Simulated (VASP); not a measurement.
Write the native input for VASP 6.6.1 that does the following.

```
Task                   : relaxation of cell and atoms
Functional             : PBE
Potentials or basis    : VASP PAW PBE potentials, release 64 (Au)
Cutoff                 : 600 eV
k mesh                 : 12 × 12 × 12
Occupations            : fermi-dirac, width 0.08 eV
Spin                   : no spin polarisation
Dipole correction      : no
Further INCAR settings : ALGO = Normal; EDIFF = 1e-06; IBRION = 2; EDIFFG = -0.005; NSW = 100; ISIF = 3
```

The structure of Au lies in POSCAR:

```
Au
1.0
    2.7829062760      0.0000000000      0.0000000000
    0.0000000000      2.7829062760      0.0000000000
    0.0000000000      0.0000000000      2.7829062760
Au
1
Direct
    0.0000000000      0.0000000000      0.0000000000
```

This isn't the form of Au at room conditions, which is fcc.

The cell isn't the ideal one: cell and atoms relaxed from a first guess.

One way to write it, as run:

INCAR

```
SYSTEM = Au
ALGO = Normal ; EDIFF = 1E-6
EDIFFG = -0.005 ; ENCUT = 600
GGA = PE ; IBRION = 2
ISIF = 3 ; ISMEAR = -1
LASPH = .True. ; LCHARG = .False.
LREAL = .False. ; LWAVE = .False.
NELM = 60 ; NSW = 100
PREC = Accurate ; SIGMA = 0.08
```

KPOINTS

```
k-points
0
Gamma
  12 12 12
  0 0 0
```

Potentials or basis: VASP PAW PBE potentials, release 64 (Au).

Launch:

```sh
$ cat potpaw_PBE.64/Au/POTCAR > POTCAR
$ mpirun -np 1 vasp_std > vasp.out
```

It gave:

```yaml
Relaxed_volume: 20.73 Å³/atom
Relaxed_cell: a = 2.747 Å, b = 2.747 Å, c = 2.747 Å, α = 90.00°, β = 90.00°, γ = 90.00°
Space_group_after_relaxing_to_0.05_Å: Pm-3m (No. 221)
Energy_gained_by_relaxing: 9.7 meV/atom
Ionic_steps: 3
Pressure_after_relaxing: 0.0 GPa
Band_gap_on_the_k_mesh: none (metal or under the smearing width)
```

Run time: 20 s on 1 thread of AMD EPYC 9R45 (Zen 5), on a shared host, peak memory 0.13 GiB.
